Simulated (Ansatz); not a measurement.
# SiNi: the cost of one run

Computed with Ansatz 0.2.0 (DFT PBE, scalar-relativistic, plane waves, PAW, unless a step's input says otherwise).

2 further runs of the same task are left out: 1 that didn't finish, 1 set aside as unsound or not needed. Runs told in other sessions of the task aren't counted.

## 1. The system as given

The structure is orthorhombic, space group Pmmn (No. 59). The conventional cell has a = 3.055 Å, b = 3.258 Å, c = 4.709 Å, α = 90.00°, β = 90.00°, γ = 90.00°. Around Si (site symmetry mm2) lie 6 Ni at 2.35 to 2.40 Å and 4 Si at 2.68 Å. Around Ni (site symmetry mm2) lie 6 Si at 2.35 to 2.40 Å and 4 Ni at 2.68 Å.

As a file:

```xyz
4
Lattice="3.0553 0.0000 0.0000 0.0000 3.2583 0.0000 0.0000 0.0000 4.7094" Properties=species:S:1:pos:R:3 pbc="T T T"
Si    1.5276    1.6292    3.9709
Si    0.0000    0.0000    0.7385
Ni    1.5276    1.6292    1.6121
Ni    0.0000    0.0000    3.0973
```

It is the result of an earlier relaxation at this level (volume 11.72 Å³/atom; gap on the mesh: none (metal)).

## 2. Zero of the scan

input.yaml

```yaml
crystal:
  lattice:
    - [3.0552835648, 0.0, 0.0]
    - [0.0, 3.2583147277, 0.0]
    - [0.0, 0.0, 4.7093899524]
  atoms:
    - { symbol: Si, position: [0.5, 0.5, 0.8431827238] }
    - { symbol: Si, position: [0.0, 0.0, 0.1568172762] }
    - { symbol: Ni, position: [0.5, 0.5, 0.3423059774] }
    - { symbol: Ni, position: [0.0, 0.0, 0.6576940226] }
basis:
  ecutwfc: 420
kpoints:
  mp_grid: { grid: [16, 14, 10] }
hamiltonian:
  xc: pbe
scf:
  occupations: { method: gaussian, width: 0.15 }
output:
  forces: true
  stress: true
  eigenvalues: true
  write_density: true
  write_potential: true
  elf: true
  volumetric_format: npy
```

On the command line:

```sh
$ ansatz run input.yaml --threads 1 --pin off --max-ram 2560MiB --backend cpu --events-out ev --progress --plain --runs-dir out
```

**Question.** How long does this run take on 1 thread of Arm Neoverse V1, shared host, and how much memory does it need?

About 38 s, with a peak of 0.62 GiB.
